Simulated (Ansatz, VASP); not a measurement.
**In: VASP beside Ansatz**

The input INCAR:

```
SYSTEM = In
PREC = Accurate
ENCUT = 520
EDIFF = 1E-6
ISMEAR = 0
SIGMA = 0.012
LREAL = .False.
LASPH = .True.
NELM = 100
ALGO = Normal
ISIF = 2
LWAVE = .False.
LCHARG = .True.
GGA = PE
LELF = .True.
LVHAR = .True.
NBANDS = 12
```

File KPOINTS:

```
regular mesh
0
Gamma
  10 10 10
  0 0 0
```

File POSCAR:

```
In
1.0
   -1.8825252400      1.8825252400      1.8825252400
    1.8825252400     -1.8825252400      1.8825252400
    1.8825252400      1.8825252400     -1.8825252400
In
1
Direct
    0.0000000000      0.0000000000      0.0000000000
```

The input input.yaml:

```yaml
crystal:
  lattice:
    - [-1.88252524, 1.88252524, 1.88252524]
    - [1.88252524, -1.88252524, 1.88252524]
    - [1.88252524, 1.88252524, -1.88252524]
  atoms:
    - { symbol: In, position: [0.0, 0.0, 0.0] }
hamiltonian:
  xc: pbe
  pseudopotentials: { kind: paw }
kpoints:
  mp_grid: { grid: [10, 10, 10] }
scf:
  occupations: { method: gaussian, width: 0.012 }
output:
  forces: true
  stress: true
  eigenvalues: true
```

This isn't the form of In at room conditions, which is tetragonal.

Alike in both runs: task single point; functional PBE; k mesh 10 × 10 × 10; occupations gaussian, width 0.012 eV; no spin polarisation.

|  | VASP | Ansatz |
| --- | --- | --- |
| version | VASP 6.6.1 | Ansatz 0.2.0 |
| potentials or method | VASP PAW PBE potentials, release 64 (In_d) | Ansatz PAW |
| plane-wave cutoff (eV) | 520 | 420 |
| valence electrons in the cell | 13 | 13 |

|  | VASP | Ansatz | Ansatz less VASP |
| --- | --- | --- | --- |
| gap on the k mesh at the Fermi level (eV) | none | none | - |
| pressure (GPa) | 1.5 | 1.5 | +0.04 |

A gap of «none» marks a metal or a gap that the smearing closes.
